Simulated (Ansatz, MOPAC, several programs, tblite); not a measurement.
Energy against volume for LiH in the zincblende structure, at fixed shape and fractional coordinates, computed by several methods (PBE and r2SCAN, where shown, with plane waves in Ansatz); the cell shown is that of r2SCAN. It is cubic, F-43m (No. 216); a = 4.290 Å in the conventional setting, 9.87 Å³ an atom. Around Li lie 4 H at 1.86 Å; around H lie 4 Li at 1.86 Å. No spin polarisation. The prototype was imposed, so other structures may be more stable. Energies count from each curve's lowest point; fits are third-order Birch-Murnaghan.

Space group F-43m (No. 216). a = 4.290 Å, b = 4.290 Å, c = 4.290 Å, α = 90.00°, β = 90.00°, γ = 90.00°
```json
{"atom": "Li", "site": "4a", "symmetry": "-43m", "x": "0.0000", "y": "0.0000", "z": "0.0000"}
{"atom": "H", "site": "4d", "symmetry": "-43m", "x": "0.2500", "y": "0.2500", "z": "0.7500"}
```

GFN2-xTB (tblite), on the shape of the cell shown, as a cluster of 64 atoms at the zone centre:
```csv
V (Å³/atom),E (meV/atom)
8.686,35.80
9.279,16.03
9.871,5.50
10.463,0.93
11.055,0.00
```
The fit gives a pressure derivative B′ of 8.7, outside the usual 2 to 7: a trait of the method or a rough curve, so no modulus is quoted.

GFN1-xTB (tblite), on the shape of the cell shown, as a cluster of 64 atoms at the zone centre:

| V (Å³/atom) | E (meV/atom) |
| --- | --- |
| 8.686 | 96.82 |
| 9.279 | 57.21 |
| 9.871 | 29.45 |
| 10.463 | 11.05 |
| 11.055 | 0.00 |

The lowest point is an end point, so the minimum isn't bracketed.

Task: r2SCAN, on the shape of its own relaxed cell, gives

| V (Å³/atom) | E (meV/atom) |
| --- | --- |
| 9.279 | 3.46 |
| 9.575 | 0.87 |
| 9.871 | 0.00 |
| 10.167 | 0.64 |
| 10.463 | 2.61 |

What equilibrium volume and bulk modulus follow?

Result: V₀ = 9.89 Å³ an atom and B₀ = 27 GPa.

PM7 (MOPAC), on the shape of the cell shown, as a cluster of 64 atoms at the zone centre:
```
V (Å³/atom)  E (meV/atom)
      8.686         26.90
      9.279          4.44
      9.871          0.37
     10.463          0.00
     11.055          4.54
```
The points scatter about a smooth fit, a numerical artefact, so no fit is quoted.

Task: PBE, on the shape of its own relaxed cell, gives

| V (Å³/atom) | E (meV/atom) |
| --- | --- |
| 9.255 | 3.33 |
| 9.551 | 0.81 |
| 9.846 | 0.00 |
| 10.142 | 0.70 |
| 10.437 | 2.72 |

What equilibrium volume and bulk modulus follow?

Result: V₀ = 9.85 Å³ an atom and B₀ = 27 GPa.
